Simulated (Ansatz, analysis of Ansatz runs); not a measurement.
# F+ centre in CaO: optical absorption band, PBEsol

Subject: F+ centre in CaO. Wanted: its optical absorption band, in one set-up (PBEsol, 64-site cell, PBEsol lattice, 420 eV, k: the zone centre alone). The model is a cell of 64 host atoms with 1 O taken out. The excitation energy is a difference of total energies with one electron moved up within one spin channel. A local or semilocal functional is the cheapest first rung.

What was measured. Vertical absorption energy: 3.7 eV, by optical absorption (quoted in “Electronic Structure of the F Center in the Alkaline Earth Oxides”, 1976, T. M. Wilson and R. F. Wood, quoting earlier work (1968)).

Program: Ansatz 0.2.0. Level of theory: plane-wave PAW DFT, PBEsol; relaxation of all atoms of a defect supercell. Results are calculated unless marked as measured.

Most raw output is cut from this account.

## Step 1: The starting structure

The cell holds 63 atoms: 32 Ca and 31 O. Its edges and angles: a = 9.534 Å, b = 9.534 Å, c = 9.534 Å, α = 90.0°, β = 90.0°, γ = 90.0°. It derives from CaO (space group Fm-3m). Nearest the centre at fractional (0.250, 0.500, 0.500): Ca28 at 2.38 Å, Ca27 at 2.38 Å, Ca12 at 2.38 Å, Ca19 at 2.38 Å, Ca25 at 2.38 Å, Ca56 at 2.38 Å, O31 at 3.37 Å, O24 at 3.37 Å. The cell carries charge +1.

The host's primitive cell comes from a first run (plane-wave PAW DFT, PBEsol; relaxation of the host's cell and atoms): vectors of 3.371, 3.371 and 3.371 Å. That is 13.54 Å³ an atom. The supercell is built on it.

## Step 2: Relaxation, charge +1

Every later number rests on the structure around the defect, so the atoms are relaxed at the host's lattice first.

relax/input.yaml

```yaml
relax:
  f_tol: 0.02
  max_steps: 80
  escape_saddle: false
crystal:
  lattice:
    - [9.53427629, 0.0, 0.0]
    - [0.0, 9.53427629, 0.0]
    - [0.0, 0.0, 9.53427629]
  atoms:
    - { symbol: Ca, position: [0.0, 0.0, 0.0] }
    - { symbol: Ca, position: [0.0, 0.25, 0.25] }
    - { symbol: Ca, position: [0.25, 0.0, 0.25] }
    - { symbol: Ca, position: [0.25, 0.25, 0.0] }
    - { symbol: O, position: [0.0, 0.0, 0.25] }
    - { symbol: O, position: [0.0, 0.25, 0.0] }
    - { symbol: O, position: [0.25, 0.0, 0.0] }
    - { symbol: O, position: [0.25, 0.25, 0.25] }
[... 51 atom lines left out ...]
    - { symbol: O, position: [0.5, 0.5, 0.75] }
    - { symbol: O, position: [0.5, 0.75, 0.5] }
    - { symbol: O, position: [0.75, 0.5, 0.5] }
    - { symbol: O, position: [0.75, 0.75, 0.75] }
total_charge: 1
basis:
  ecutwfc: 420
  xc_grid: 2
hamiltonian:
  xc: pbesol
kpoints:
  mp_grid: { grid: [1, 1, 1] }
magnetization:
  spin_polarized: true
  initial_magnetization: 1
  spin_locking: { lock_magnetization: hard }
scf:
  occupations: { method: fermi_dirac, width: 0.01 }
  max_iter: 120
output:
  forces: true
checkpoint:
  write: "../relax.run"
  compress: false
  write_wavefunctions: true
  write_every: 100000
```

Started as:

```
$ ansatz run input.yaml --threads 2 --pin off --max-ram 3768MiB --backend cpu --events-out ev --progress --plain --runs-dir out
```

Run time: 62 s. Hardware: 2 threads of Intel Xeon Platinum 8375C at 2.90GHz (Ice Lake), shared host; peak memory 1.8 GiB.

The steps of the relaxation:

| step | energy less that of the first step (eV) | largest force component (eV/Å) |
| --- | --- | --- |
| 1 | 0.0000 | 1.5649 |
| 2 | -0.2978 | 1.3252 |
| 3 | -0.6897 | 0.2014 |
| 4 | -0.7043 | 0.0242 |
| 5 | -0.7050 | 0.0038 |

Forces are held to the 48 operations that the run works with; a distortion that breaks them can't arise in this run.

The atoms that moved most (Å):

| atom | dx | dy | dz | length |
| --- | --- | --- | --- | --- |
| Ca12 | 0.000 | -0.120 | 0.000 | 0.120 |
| Ca27 | 0.000 | 0.000 | 0.120 | 0.120 |
| Ca28 | 0.000 | 0.120 | 0.000 | 0.120 |
| Ca19 | 0.000 | 0.000 | -0.120 | 0.120 |
| Ca56 | 0.120 | 0.000 | 0.000 | 0.120 |
| Ca25 | -0.120 | 0.000 | 0.000 | 0.120 |
| O31 | 0.000 | -0.019 | -0.019 | 0.027 |
| O60 | -0.019 | 0.000 | -0.019 | 0.027 |

Neighbours of the ideal centre at the end:

| atom | distance (Å) |
| --- | --- |
| Ca12 | 2.504 |
| Ca27 | 2.504 |
| Ca28 | 2.504 |
| Ca19 | 2.504 |
| Ca25 | 2.504 |
| Ca56 | 2.504 |
| O31 | 3.344 |
| O60 | 3.344 |
| O61 | 3.344 |
| O30 | 3.344 |
| O29 | 3.344 |
| O24 | 3.344 |
| O16 | 3.344 |
| O45 | 3.344 |
| O52 | 3.344 |
| O14 | 3.344 |

Read from the output:

- free energy: -74902.3960 eV
- total moment: 1 μB
- integral of the absolute spin density: 1.038 μB
- spin contamination: 0.002022

## Step 3: Ground state

Both spins' levels are needed to pick the two between which the electron moves, so the ground state is solved with empty bands.

This step: plane-wave PAW DFT, PBEsol; single point of a defect supercell.

ground/input.yaml

```yaml
crystal:
  lattice:
    - [9.53427629, 0.0, 0.0]
    - [0.0, 9.53427629, 0.0]
    - [0.0, 0.0, 9.53427629]
  atoms:
    - { symbol: Ca, position: [-0.001209584, 0.0, 0.0] }
    - { symbol: Ca, position: [0.000187755, 0.250187755, 0.250187755] }
[... 9 atom lines left out ...]
    - { symbol: Ca, position: [0.25, 0.237402497, 0.5] }
[... 6 atom lines left out ...]
    - { symbol: Ca, position: [0.25, 0.5, 0.237402497] }
[... 4 atom lines left out ...]
    - { symbol: O, position: [0.25, 0.747975511, 0.252024489] }
    - { symbol: Ca, position: [-0.012597503, 0.5, 0.5] }
[... 1 atom line left out ...]
    - { symbol: Ca, position: [0.25, 0.5, 0.762597503] }
    - { symbol: Ca, position: [0.25, 0.762597503, 0.5] }
    - { symbol: O, position: [0.002024489, 0.5, 0.747975511] }
    - { symbol: O, position: [0.002024489, 0.747975511, 0.5] }
    - { symbol: O, position: [0.25, 0.747975511, 0.747975511] }
[... 24 atom lines left out ...]
    - { symbol: Ca, position: [0.512597503, 0.5, 0.5] }
[... 3 atom lines left out ...]
    - { symbol: O, position: [0.497975511, 0.5, 0.747975511] }
    - { symbol: O, position: [0.497975511, 0.747975511, 0.5] }
[... 1 atom line left out ...]
    - { symbol: O, position: [0.75, 0.749310789, 0.749310789] }
total_charge: 1
basis:
  ecutwfc: 420
  xc_grid: 2
hamiltonian:
  xc: pbesol
kpoints:
  mp_grid: { grid: [1, 1, 1] }
magnetization:
  spin_polarized: true
  initial_magnetization: 1
  spin_locking: { lock_magnetization: hard }
scf:
  occupations: { method: fermi_dirac, width: 0.01 }
  max_iter: 120
  n_extra_bands: 30
  lower_state_search: "off"
output:
  forces: true
  eigenvalues: true
  eigenstates: { localisation: true }
checkpoint:
  read: "../relax.run"
  write: "../ground.run"
  compress: false
  write_wavefunctions: true
  write_every: 100000
```

Elapsed: 8.9 s, on 2 threads; peak memory 1.5 GiB; 17 s of CPU time.

This step gave:

```
free energy                           : -74902.3960 eV
total moment                          : 1 μB
integral of the absolute spin density : 1.038 μB
spin contamination                    : 0.002022
```

From eigenstates.tsv, first k-point; energies on the run's zero. The participation number counts the atoms that a state is spread over, of 63; bands count from 0.

| spin | band | energy (eV) | occupation | participation | largest share on | share |
| --- | --- | --- | --- | --- | --- | --- |
| down | 246 | 7.548 | 1.00 | 24.5 | O6 | 0.06 |
| down | 247 | 7.548 | 1.00 | 24.6 | O47 | 0.06 |
| down | 248 | 7.548 | 1.00 | 24.7 | O13 | 0.06 |
| down | 249 | 7.785 | 1.00 | 28.0 | O5 | 0.05 |
| down | 250 | 7.785 | 1.00 | 27.6 | O39 | 0.05 |
| down | 251 | 7.785 | 1.00 | 27.9 | O6 | 0.05 |
| down | 252 | 10.864 | 0.00 | 9.7 | Ca12 | 0.13 |
| down | 253 | 11.314 | 0.00 | 54.2 | Ca17 | 0.02 |
| down | 254 | 11.314 | 0.00 | 54.2 | Ca9 | 0.02 |
| down | 255 | 11.314 | 0.00 | 54.2 | Ca4 | 0.02 |
| down | 256 | 12.386 | 0.00 | 36.2 | Ca4 | 0.05 |
| up | 247 | 7.547 | 1.00 | 23.1 | O22 | 0.06 |
| up | 248 | 7.547 | 1.00 | 22.8 | O47 | 0.06 |
| up | 249 | 7.783 | 1.00 | 28.8 | O6 | 0.05 |
| up | 250 | 7.783 | 1.00 | 27.6 | O5 | 0.05 |
| up | 251 | 7.783 | 1.00 | 28.7 | O39 | 0.05 |
| up | 252 | 9.444 | 1.00 | 8.8 | Ca12 | 0.14 |
| up | 253 | 11.295 | 0.00 | 54.2 | Ca17 | 0.03 |
| up | 254 | 11.295 | 0.00 | 54.2 | Ca9 | 0.03 |
| up | 255 | 11.295 | 0.00 | 54.2 | Ca3 | 0.03 |
| up | 256 | 12.357 | 0.00 | 36.2 | Ca17 | 0.05 |
| up | 257 | 12.357 | 0.00 | 38.5 | Ca17 | 0.04 |

Under PBEsol at the zone centre alone, the highest filled state is spin up, spread over 9 of 63 atoms, and the lowest empty one, 1.42 eV above it, is spin down, spread over 10 of 63 atoms.

The atoms' spheres hold 0.14 of the 1 μB, none over 0.03 μB.

## Step 4: Excited state at the ground state's structure

One electron is moved to the upper level and held there by its overlap; at the ground state's structure the energy difference is the vertical absorption.

This step: plane-wave PAW DFT, PBEsol; single point of a defect supercell.

excited/input.yaml, as its differences from ground/input.yaml of step 3:

```diff
@@ -41,4 +41,9 @@
 scf:
-  occupations: { method: fermi_dirac, width: 0.01 }
-  max_iter: 120
+  occupations:
+    method: fermi_dirac
+    width: 0.01
+    excite:
+      from: { channel: up, k: 0, band: v1, track: overlap }
+      to: { channel: up, k: 0, band: [c1, c3], track: overlap }
+  max_iter: 150
   n_extra_bands: 30
@@ -47,7 +52,5 @@
   forces: true
-  eigenvalues: true
-  eigenstates: { localisation: true }
 checkpoint:
-  read: "../relax.run"
-  write: "../ground.run"
+  read: "../ground.run"
+  write: "../excited.run"
   compress: false
```

Elapsed: 21 s, on 2 threads; peak memory 1.5 GiB.

This step gave:

```
free energy                           : -74900.1076 eV
total moment                          : 1 μB
integral of the absolute spin density : 1.273 μB
spin contamination                    : 6.56e-4
```

## Step 5: Outcome

The level that takes the electron spreads over a large part of the cell (54 of 63 atoms): it is diffuse or a band state, and this cell can't show whether it is bound to the centre. For the record: Vertical absorption energy: computed 2.29 eV, measured 3.7 eV; 1.41 eV below the measurement.

[Logs are printed without paths, hosts, clocks, repeated set-up lines and the standing remarks that a program may print on its own settings, such as how far it seeks lower states.]

[Hosts, paths, dates, database ids (printed as entryN), source tags and the programs' standing remarks are cut or masked in the printed files.]

[For some hosts the program warned that the k-mesh of the response run may be too coarse for force constants and the static dielectric constant; such warnings are not shown here.]
